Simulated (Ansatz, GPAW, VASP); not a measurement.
WC: programs and potentials compared

```
CELL_PARAMETERS angstrom
2.90650 0.00000 0.00000
-1.45325 2.51710 0.00000
0.00000 0.00000 2.83660
ATOMIC_POSITIONS crystal
W 0.00000 0.00000 0.00000
C 0.66667 0.33333 0.50000
```

Alike in all runs: task single point; functional PBE; k mesh 10 × 10 × 9; occupations gaussian, width 0.011 eV; no spin polarisation; no spin-orbit coupling. Pressure is positive in compression and, in plane waves, holds the error of the finite cutoff.

| program and potentials | plane-wave cutoff (eV) | notes | pressure (GPa) |
| --- | --- | --- | --- |
| GPAW, GPAW PAW data sets (gpaw-data 1.2.1) | 800 | - | 5.36 |
| VASP, PBE PAW files C, W_sv, 520 eV | 520 | - | 6.73 |
| Ansatz, all-electron LAPW, scalar-relativistic | - | - | 5.69 |

The pressure spans 5.36 (GPAW, GPAW PAW data sets (gpaw-data 1.2.1)) to 6.73 GPa (VASP, PBE PAW files C, W_sv, 520 eV), with all-electron results at 5.69.

The functional is the same throughout but for its coding, so the spread measures potentials, basis and numerics; runs on potential files found faulty are left out.

All three runs put the cell under compression, so PBE would prefer a somewhat larger volume. This fits the functional's usual slight underbinding, as the cell lies close to the measured one for WC. The pressures look sizeable but imply only a small change in lattice parameters. Strong covalent mixing of W 5d with C 2p states, which fills the bonding bands and leaves the Fermi level in a deep minimum of the density of states, makes the carbide one of the stiffest known, and a slight misfit in bond length therefore costs a large stress.

GPAW, at 5.36 GPa, lies closer to the all-electron value of 5.69 GPa than VASP does at 6.73 GPa. An incomplete plane-wave basis normally lowers the computed pressure, so the smaller cutoff is probably not what places VASP highest. For equilibrium volumes the disagreement should matter little, given the stiffness. A single mean pressure does not show how the misfit is shared between the basal plane and the c axis.
